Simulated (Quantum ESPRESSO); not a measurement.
# MgO (Fm-3m) in Quantum ESPRESSO: further runs

One crystal, MgO, is run at these levels: r2SCAN; tasks: single point, equation of state.

All numbers are computed with Quantum ESPRESSO 7.5; they aren't measurements. Logs are shortened: lines on timing, memory, paths and dates and some standing lists are left out, and cuts for length are marked.

### Step 1. Starting point

It takes space group Fm-3m (No. 225, cubic). Conventional cell: a = 4.194 Å, b = 4.194 Å, c = 4.194 Å, α = 90.00°, β = 90.00°, γ = 90.00°. Around Mg (site symmetry m-3m) lie 6 O at 2.10 Å. Around O (site symmetry m-3m) lie 6 Mg at 2.10 Å.

The cell is a database's computed one.

### Step 2. Single point, r2SCAN, 8.67 Å³/atom

Contents of pw.in:

```
&CONTROL
  calculation = 'scf'
  prefix = 'pwscf'
  outdir = './tmp'
  pseudo_dir = './pseudo'
  tstress = .true.
  disk_io = 'nowf'
/
&SYSTEM
  ibrav = 0
  nat = 2
  ntyp = 2
  ecutwfc = 88
  nbnd = 14
  input_dft = 'r2scan'
  occupations = 'smearing'
  smearing = 'fd'
  degauss = 0.00367493
  nosym = .true.
  nr1 = 36
  nr2 = 36
  nr3 = 36
/
&ELECTRONS
  conv_thr = 1d-08
  electron_maxstep = 120
  mixing_beta = 0.5
/
ATOMIC_SPECIES
Mg    24.3050 Mg_ONCV_PBE-1.2.upf
O     15.9990 O_ONCV_PBE-1.2.upf
CELL_PARAMETERS angstrom
   0.0000000000    2.0541934342    2.0541934342
   2.0541934342    0.0000000000    2.0541934342
   2.0541934342    2.0541934342    0.0000000000
ATOMIC_POSITIONS crystal
Mg     0.0000000000    0.0000000000    0.0000000000
O      0.5000000000    0.5000000000    0.5000000000
K_POINTS automatic
8 8 8 0 0 0
```

Potentials or basis: SG15 PBE 1.2.

Command:

```console
> OMP_NUM_THREADS=1 mpirun -n 2 pw.x -nk 2 -in pw.in > pw.out
```

pw.out:

```text
This program is part of the open-source Quantum ESPRESSO suite
     for quantum simulation of materials; please cite
         "P. Giannozzi et al., J. Phys.:Condens. Matter 21 395502 (2009);
         "P. Giannozzi et al., J. Phys.:Condens. Matter 29 465901 (2017);
         "P. Giannozzi et al., J. Chem. Phys. 152 154105 (2020);
     in publications or presentations arising from this work. More details at

     IMPORTANT: XC functional enforced from input :
     Exchange-correlation= R2SCAN
                           (   0   0   0   0   0 497 498)
     Any further DFT definition will be discarded
     Please, verify this is what you really want

     K-points division:     npool     =       2
     Subspace diagonalization in iterative solution of the eigenvalue problem:
     a serial algorithm will be used

     G-vector sticks info
     --------------------
     sticks:   dense  smooth     PW     G-vecs:    dense   smooth      PW
     Sum         745     745    235                13107    13107    2277

     Using Slab Decomposition

     bravais-lattice index     =            0
     lattice parameter (alat)  =       5.4898  a.u.
     unit-cell volume          =     116.9905 (a.u.)^3
     number of atoms/cell      =            2
     number of atomic types    =            2
     number of electrons       =        16.00
     number of Kohn-Sham states=           14
     kinetic-energy cutoff     =      88.0000  Ry
     charge density cutoff     =     352.0000  Ry
     scf convergence threshold =      1.0E-08
     mixing beta               =       0.5000
     number of iterations used =            8  plain     mixing
     Exchange-correlation= R2SCAN
                           (   0   0   0   0   0 497 498)

     celldm(1)=   5.489783  celldm(2)=   0.000000  celldm(3)=   0.000000
     celldm(4)=   0.000000  celldm(5)=   0.000000  celldm(6)=   0.000000

     crystal axes: (cart. coord. in units of alat)
               a(1) = (   0.000000   0.707107   0.707107 )
               a(2) = (   0.707107   0.000000   0.707107 )
               a(3) = (   0.707107   0.707107   0.000000 )

     reciprocal axes: (cart. coord. in units 2 pi/alat)
               b(1) = ( -0.707107  0.707107  0.707107 )
               b(2) = (  0.707107 -0.707107  0.707107 )
               b(3) = (  0.707107  0.707107 -0.707107 )

     PseudoPot. # 1 for Mg read from file:
     Mg_ONCV_PBE-1.2.upf
     Pseudo is Norm-conserving, Zval = 10.0
     Generated using ONCVPSP code by D. R. Hamann
     Using radial grid of  602 points,  4 beta functions with:
                l(1) =   0
                l(2) =   0
                l(3) =   1
                l(4) =   1

     PseudoPot. # 2 for O  read from file:
     O_ONCV_PBE-1.2.upf
     Pseudo is Norm-conserving, Zval =  6.0
     Generated using ONCVPSP code by D. R. Hamann
     Using radial grid of  602 points,  4 beta functions with:
                l(1) =   0
                l(2) =   0
                l(3) =   1
                l(4) =   1

     atomic species   valence    mass     pseudopotential
     Mg               10.00    24.30500     Mg( 1.00)
     O                 6.00    15.99900     O ( 1.00)

     No symmetry found

   Cartesian axes

     site n.     atom                  positions (alat units)
         1        Mg     tau(   1) = (   0.0000000   0.0000000   0.0000000  )
         2        O      tau(   2) = (   0.7071068   0.7071068   0.7071068  )

     number of k points=   260  Fermi-Dirac smearing, width (Ry)=  0.0037

     Number of k-points >= 100: set verbosity='high' to print them.

     Dense  grid:    13107 G-vectors     FFT dimensions: (  36,  36,  36)

     WARNING: libxc functional with ID  497 depends
      on external parameters: check the user_guide of
      QE if you need to modify them or to check their
      default values.

     WARNING: libxc functional with ID  498 depends
      on external parameters: check the user_guide of
      QE if you need to modify them or to check their
      default values.

     Initial potential from superposition of free atoms

     starting charge      15.9336, renormalised to      16.0000
     Starting wfcs are random

     Self-consistent Calculation

     iteration #  1     ecut=    88.00 Ry     beta= 0.50
     Davidson diagonalization with overlap
     ethr =  1.00E-02,  avg # of iterations =  7.6

     total energy              =    -140.86456549 Ry
     estimated scf accuracy    <      37.63054382 Ry

     iteration #  2     ecut=    88.00 Ry     beta= 0.50
     Davidson diagonalization with overlap
     ethr =  1.00E-02,  avg # of iterations =  1.0

     total energy              =    -140.97597094 Ry
     estimated scf accuracy    <       7.02819603 Ry

     iteration #  3     ecut=    88.00 Ry     beta= 0.50
     Davidson diagonalization with overlap
     ethr =  1.00E-02,  avg # of iterations =  1.0

     total energy              =    -140.98316261 Ry
     estimated scf accuracy    <       0.41333070 Ry

     iteration #  4     ecut=    88.00 Ry     beta= 0.50
     Davidson diagonalization with overlap
     ethr =  2.58E-03,  avg # of iterations =  1.0

     total energy              =    -140.98548788 Ry
     estimated scf accuracy    <       0.00145519 Ry

     iteration #  5     ecut=    88.00 Ry     beta= 0.50
     Davidson diagonalization with overlap
     ethr =  9.09E-06,  avg # of iterations =  2.7

     total energy              =    -140.98552619 Ry
     estimated scf accuracy    <       0.00008589 Ry

     iteration #  6     ecut=    88.00 Ry     beta= 0.50
     Davidson diagonalization with overlap
     ethr =  5.37E-07,  avg # of iterations =  1.9

     total energy              =    -140.98553061 Ry
     estimated scf accuracy    <       0.00001213 Ry

     iteration #  7     ecut=    88.00 Ry     beta= 0.50
     Davidson diagonalization with overlap
     ethr =  7.58E-08,  avg # of iterations =  1.0

     total energy              =    -140.98553072 Ry
     estimated scf accuracy    <       0.00000106 Ry

     iteration #  8     ecut=    88.00 Ry     beta= 0.50
     Davidson diagonalization with overlap
     ethr =  6.65E-09,  avg # of iterations =  1.0

     total energy              =    -140.98553074 Ry
     estimated scf accuracy    <       0.00000005 Ry

     iteration #  9     ecut=    88.00 Ry     beta= 0.50
     Davidson diagonalization with overlap
     ethr =  3.37E-10,  avg # of iterations =  1.0

     End of self-consistent calculation

     Number of k-points >= 100: set verbosity='high' to print the bands.

     the Fermi energy is    12.7862 ev

!    total energy              =    -140.98553074 Ry
     estimated scf accuracy    <          7.7E-09 Ry
     smearing contrib. (-TS)   =       0.00000000 Ry
     internal energy E=F+TS    =    -140.98553074 Ry

     The total energy is F=E-TS. E is the sum of the following terms:
     one-electron contribution =     -52.91472574 Ry
     hartree contribution      =      30.56786164 Ry
     xc contribution           =     -21.48052521 Ry
     ewald contribution        =     -97.15814143 Ry

     convergence has been achieved in   9 iterations

     Computing stress (Cartesian axis) and pressure

          total   stress  (Ry/bohr**3)                   (kbar)     P=      147.94
   0.00100571   0.00000000  -0.00000000          147.94        0.00       -0.00
   0.00000000   0.00100571  -0.00000000            0.00      147.94       -0.00
  -0.00000000  -0.00000000   0.00100571           -0.00       -0.00      147.94

=------------------------------------------------------------------------------=
   JOB DONE.
=------------------------------------------------------------------------------=
```

It took 67 s on 2 MPI ranks of Intel Xeon 6975P-C (Granite Rapids), shared host; peak memory 0.22 GiB.

What came out:

- Free energy: -1918.2059 eV
- Pressure: 14.8 GPa
- Band gap on the k mesh: 6.32 eV, direct

Caveat: the potentials were made for another functional, which shifts forces and pressure.

### Step 3. Single point, r2SCAN, 8.85 Å³/atom

pw.in: that of step 2 with these lines changed.

```diff
@@ -32,5 +32,5 @@
 CELL_PARAMETERS angstrom
-   0.0000000000    2.0541934342    2.0541934342
-   2.0541934342    0.0000000000    2.0541934342
-   2.0541934342    2.0541934342    0.0000000000
+   0.0000000000    2.0686600618    2.0686600618
+   2.0686600618    0.0000000000    2.0686600618
+   2.0686600618    2.0686600618    0.0000000000
 ATOMIC_POSITIONS crystal
```

Potentials or basis: SG15 PBE 1.2.

Command:

```console
> OMP_NUM_THREADS=1 mpirun -n 2 pw.x -nk 2 -in pw.in > pw.out
```

It took 69 s on 2 MPI ranks of Intel Xeon 6975P-C (Granite Rapids), shared host; peak memory 0.22 GiB.

It converged, with:

```
Free energy            : -1918.2352 eV
Pressure               : 10.3 GPa
Band gap on the k mesh : 6.09 eV, direct
```

Caveat: the potentials were made for another functional, which shifts forces and pressure.

### Step 4. Single point, r2SCAN, 9.04 Å³/atom

pw.in: that of step 3 with these lines changed.

```diff
@@ -32,5 +32,5 @@
 CELL_PARAMETERS angstrom
-   0.0000000000    2.0686600618    2.0686600618
-   2.0686600618    0.0000000000    2.0686600618
-   2.0686600618    2.0686600618    0.0000000000
+   0.0000000000    2.0829271338    2.0829271338
+   2.0829271338    0.0000000000    2.0829271338
+   2.0829271338    2.0829271338    0.0000000000
 ATOMIC_POSITIONS crystal
```

Command:

```console
> OMP_NUM_THREADS=1 mpirun -n 2 pw.x -nk 2 -in pw.in > pw.out
```

Wall time 74 s (2 MPI ranks of Intel Xeon 6975P-C (Granite Rapids), shared host); peak memory 0.2 GiB.

Results (log left out):

```yaml
Free_energy: -1918.2546 eV
Pressure: 6.2 GPa
Band_gap_on_the_k_mesh: 5.87 eV, direct
```

Caveat: the potentials were made for another functional, which shifts forces and pressure.

### Step 5. Single point, r2SCAN, 9.22 Å³/atom

pw.in: that of step 4 with these lines changed.

```diff
@@ -32,5 +32,5 @@
 CELL_PARAMETERS angstrom
-   0.0000000000    2.0829271338    2.0829271338
-   2.0829271338    0.0000000000    2.0829271338
-   2.0829271338    2.0829271338    0.0000000000
+   0.0000000000    2.0970013927    2.0970013927
+   2.0970013927    0.0000000000    2.0970013927
+   2.0970013927    2.0970013927    0.0000000000
 ATOMIC_POSITIONS crystal
```

Command:

```console
> OMP_NUM_THREADS=1 mpirun -n 2 pw.x -nk 2 -in pw.in > pw.out
```

Wall time 73 s (2 MPI ranks of Intel Xeon 6975P-C (Granite Rapids), shared host); peak memory 0.22 GiB.

Results (log left out):

```yaml
Free_energy: -1918.2650 eV
Pressure: 2.5 GPa
Band_gap_on_the_k_mesh: 5.66 eV, direct
```

Caveat: the potentials were made for another functional, which shifts forces and pressure.

### Step 6. Single point, r2SCAN, 9.41 Å³/atom

pw.in: that of step 5 with these lines changed.

```diff
@@ -32,5 +32,5 @@
 CELL_PARAMETERS angstrom
-   0.0000000000    2.0970013927    2.0970013927
-   2.0970013927    0.0000000000    2.0970013927
-   2.0970013927    2.0970013927    0.0000000000
+   0.0000000000    2.1108892239    2.1108892239
+   2.1108892239    0.0000000000    2.1108892239
+   2.1108892239    2.1108892239    0.0000000000
 ATOMIC_POSITIONS crystal
```

Potentials or basis: SG15 PBE 1.2.

Command:

```console
> OMP_NUM_THREADS=1 mpirun -n 2 pw.x -nk 2 -in pw.in > pw.out
```

Wall time 75 s (2 MPI ranks of Intel Xeon 6975P-C (Granite Rapids), shared host); peak memory 0.22 GiB.

The run converged. Its results:

```yaml
Free_energy: -1918.2673 eV
Pressure: -0.9 GPa
Band_gap_on_the_k_mesh: 5.46 eV, direct
```

Caveat: the potentials were made for another functional, which shifts forces and pressure.

### Step 7. Single point, r2SCAN, 9.59 Å³/atom

pw.in: that of step 6 with these lines changed.

```diff
@@ -32,5 +32,5 @@
 CELL_PARAMETERS angstrom
-   0.0000000000    2.1108892239    2.1108892239
-   2.1108892239    0.0000000000    2.1108892239
-   2.1108892239    2.1108892239    0.0000000000
+   0.0000000000    2.1245966808    2.1245966808
+   2.1245966808    0.0000000000    2.1245966808
+   2.1245966808    2.1245966808    0.0000000000
 ATOMIC_POSITIONS crystal
```

Command:

```console
> OMP_NUM_THREADS=1 mpirun -n 2 pw.x -nk 2 -in pw.in > pw.out
```

Wall time 76 s (2 MPI ranks of Intel Xeon 6975P-C (Granite Rapids), shared host); peak memory 0.22 GiB.

The run converged. Its results:

| Quantity | Value |
| --- | --- |
| Free energy | -1918.2623 eV |
| Pressure | -3.9 GPa |
| Band gap on the k mesh | 5.27 eV, direct |

Caveat: the potentials were made for another functional, which shifts forces and pressure.

### Step 8. Single point, r2SCAN, 9.77 Å³/atom

pw.in: that of step 7 with these lines changed.

```diff
@@ -32,5 +32,5 @@
 CELL_PARAMETERS angstrom
-   0.0000000000    2.1245966808    2.1245966808
-   2.1245966808    0.0000000000    2.1245966808
-   2.1245966808    2.1245966808    0.0000000000
+   0.0000000000    2.1381295086    2.1381295086
+   2.1381295086    0.0000000000    2.1381295086
+   2.1381295086    2.1381295086    0.0000000000
 ATOMIC_POSITIONS crystal
```

Command:

```console
> OMP_NUM_THREADS=1 mpirun -n 2 pw.x -nk 2 -in pw.in > pw.out
```

It took 75 s on 2 MPI ranks of Intel Xeon 6975P-C (Granite Rapids), shared host; peak memory 0.24 GiB.

The run converged. Its results:

- Free energy: -1918.2506 eV
- Pressure: -6.6 GPa
- Band gap on the k mesh: 5.09 eV, direct

Caveat: the potentials were made for another functional, which shifts forces and pressure.

### Step 9. Equation of state, r2SCAN

Potentials or basis: SG15 PBE 1.2.

No new run: the results of the series are fitted here.

Results:

| Quantity | Value |
| --- | --- |
| Equilibrium volume | 9.37 Å³/atom |
| Bulk modulus | 165 GPa |
| Pressure derivative of the bulk modulus | 4.1 |

Energy against volume, from the lowest point:
```csv
volume (Å³/atom),energy (meV/atom)
8.668,30.73
8.853,16.07
9.037,6.37
9.221,1.17
9.406,0.00
9.590,2.51
9.775,8.34
```

Caveat: the potentials were made for another functional, which shifts forces and pressure.
